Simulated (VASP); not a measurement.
# PtS2 (P-3m1) in VASP: notebook, part 2 of 2

VASP 6.6.1.

### Step 3. G0W0 quasiparticle levels, PBE

POSCAR reads:

```
PtS2
1.0
    3.5432000000      0.0000000000      0.0000000000
   -1.7716000000      3.0685012107      0.0000000000
    0.0000000000      0.0000000000      5.0388000000
Pt S
1 2
Direct
    0.0000000000      0.0000000000      0.0000000000
    0.6666666667      0.3333333333      0.7730000000
    0.3333333333      0.6666666667      0.2270000000
```

INCAR.step1 reads:

```
ALGO = Normal
EDIFF = 1E-8
ENCUT = 450
GGA = PE
ISMEAR = 0
LASPH = T
LCHARG = F
LREAL = F
LWAVE = T
NELM = 80
PREC = Accurate
SIGMA = 0.01
```

INCAR.step2 reads:

```
ALGO = Exact
EDIFF = 1E-8
ENCUT = 450
GGA = PE
ISMEAR = 0
ISTART = 1
LASPH = T
LCHARG = F
LOPTICS = T
LREAL = F
LWAVE = T
NBANDS = 339
NELM = 1
PREC = Accurate
SIGMA = 0.01
```

INCAR.step3 reads:

```
ALGO = EVGW0
EDIFF = 1E-8
ENCUT = 450
ENCUTGW = 260
GGA = PE
ISMEAR = 0
ISTART = 1
LASPH = T
LCHARG = F
LREAL = F
LWAVE = F
NBANDS = 339
NBANDSGW = 19
NELMGW = 1
NOMEGA = 48
PREC = Accurate
PRECFOCK = Fast
SIGMA = 0.01
```

KPOINTS reads:

```
k-points
0
Gamma
  5 5 3
```

Potentials or basis: VASP PAW PBE potentials, release 64 (Pt_GW, S_GW).

Launch:

```
$ cat potpaw_PBE.64/Pt_GW/POTCAR potpaw_PBE.64/S_GW/POTCAR > POTCAR
$ cp INCAR.step1 INCAR
$ mpirun -np 1 vasp_std > vasp.out
$ cp INCAR.step2 INCAR
$ mpirun -np 1 vasp_std > vasp.out
$ cp INCAR.step3 INCAR
$ mpirun -np 1 vasp_std > vasp.out
```

OUTCAR:

```text
EDIFF = 1E-8
   ENCUT = 450
   ENCUTGW = 260
   GGA = PE
   ISMEAR = 0
   ISTART = 1
   LASPH = T
   LREAL = F
   NELMGW = 1
   PREC = Accurate
   PRECFOCK = Fast

 Found     12 irreducible k-points:

 Following reciprocal coordinates:
            Coordinates               Weight
  0.000000  0.000000  0.000000      1.000000
  0.200000  0.000000  0.000000      6.000000
  0.400000  0.000000  0.000000      6.000000
  0.200000  0.200000  0.000000      6.000000
  0.400000  0.200000  0.000000      6.000000
  0.000000  0.000000  0.333333      2.000000
   k-points           NKPTS =     12   k-points in BZ     NKDIM =     75   number of bands    NBANDS=    339
   number of dos      NEDOS =    301   number of ions     NIONS =      3
[... 55 lines left out ...]
   LRPAFORCE           =     F    calculate RPA forces
   ENCUTGW             = 260.0    cutoff for response function in eV
   ENCUTGWSOFT         = 208.0    soft cutoff for Coulomb kernel in GW response function in eV
   ENCUTLF             =  -1.0    cutoff for local field effects
   NELMGW              =     1    number of iterations in solving QP/BSE equation
   NELMHF              =     1    number of iterations in the inner HF iteration
   NKREDLFX            =     1    NKREDLFY  =   1   NKREDLFZ  =   1
 non-spin polarized calculation
 Gauss-broadening in eV      SIGMA  =   0.01
  energy-cutoff  :      450.00
  volume of cell :       54.78
 maximum number of plane-waves:      1199
 NGX is ok and might be reduce to    28
  NGX = 14; NGY = 14; NGZ = 20
   NGX = 13   NGY = 13   NGZ = 17
 maximum number of plane-waves:       535

 QP shifts <psi_nk| G(iteration)W_0 |psi_nk>: iteration 1
 for sc-GW calculations column KS-energies equals QP-energies in previous step
 and V_xc(KS)=  KS-energies - (<T + V_ion + V_H > + <T+V_H+V_ion>^1  + <V_x>^1)

 k-point   1 :       0.0000    0.0000    0.0000
  band No.  KS-energies  QP-energies   sigma(KS)   V_xc(KS)     V^pw_x(r,r')   Z            occupation Imag(sigma)

      1      -8.8583      -9.1359     -13.5952     -13.1648     -21.4975       0.6451       2.0000       1.3714
      2      -5.6102      -6.1316     -14.7916     -14.0168     -21.2126       0.6730       2.0000       0.8614
      3      -0.3312      -0.9430     -14.0103     -13.1459     -18.0060       0.7077       2.0000       0.4267
      4      -0.3312      -0.9430     -14.0103     -13.1459     -18.0060       0.7077       2.0000       0.4267
      5      -0.1917      -0.8822     -12.9763     -11.9970     -17.6992       0.7051       2.0000       0.6468
      6       2.7313       1.9914     -13.9730     -12.9271     -18.0260       0.7075       2.0000       0.2265
[... 114 lines left out ...]
      6       2.7141       1.9725     -13.9584     -12.9097     -18.0215       0.7072       2.0000       0.2277
[... 11 lines left out ...]
     18      16.8496      16.7541      -9.8282      -9.7046      -4.1838       0.7727       0.0000      -0.3259
     19      18.0871      18.1359     -11.0820     -11.1472      -5.1577       0.7506       0.0000      -0.3665

 [... further k-points ...]
```

OUTCAR.step1:

```text
EDIFF = 1E-8
   ENCUT = 450
   GGA = PE
   ISMEAR = 0
[... 221 lines left out ...]
      0.00000      0.00000      0.00000         0.000000      0.000000      0.000000
      1.77160      1.02283      3.89499        -0.000000      0.000000     -1.278375
     -0.00000      2.04567      1.14381         0.000000     -0.000000      1.278375
 -----------------------------------------------------------------------------------
    total drift:                                0.000000     -0.000000      0.000000

  FREE ENERGIE OF THE ION-ELECTRON SYSTEM (eV)
  ---------------------------------------------------
  free  energy   TOTEN  =       -15.2519252628 eV

  energy  without entropy=      -15.2519252628  energy(sigma->0) =      -15.25192526
```

OUTCAR.step2:

```text
EDIFF = 1E-8
   ENCUT = 450
   GGA = PE
   ISMEAR = 0
[... 604 lines left out ...]
  --------------------------------------------------------------------------------------------------------------
     0.00000    18.79557    18.79557    11.97131     0.00000     0.00000     0.00000
     2.36508    11.10533    11.10533     7.72205    -0.00000     0.00000    -0.00000
     4.73016    -2.10250    -2.10250     2.46301    -0.00000    -0.00000     0.00000
     7.09525     1.29123     1.29123     2.37254    -0.00000    -0.00000    -0.00000
     9.46033    -1.66993    -1.66993     1.88542     0.00000    -0.00000     0.00000
    11.82541     1.23001     1.23001    -1.08084    -0.00000    -0.00000    -0.00000
[... 92 lines left out ...]
   231.77801     0.98501     0.98501     0.98490    -0.00000    -0.00000    -0.00000
   234.14309     0.98534     0.98534     0.98524    -0.00000    -0.00000    -0.00000
```

Run time: 47 min. Hardware: 1 thread of Intel Xeon Platinum 8488C (Sapphire Rapids), shared host; peak memory 1.2 GiB.

The run converged, but some of its settings lie outside the range that counts as converged, so its numbers aren't taken as properties of the crystal.

What came out:

| Quantity | Value |
| --- | --- |
| Band gap on the k mesh, mean-field level | 1.31 eV, indirect (least direct gap 1.41 eV) |
| Quasiparticle gap | 1.80 eV |
| Least direct quasiparticle gap | 1.96 eV |

Caveat: bands, screening cutoff and mesh are small and nothing is extrapolated, so the quasiparticle values aren't converged; spin-orbit coupling is left out, which moves the levels of the heavy elements; an odd mesh through Γ misses points on the zone boundary, where band edges often lie.
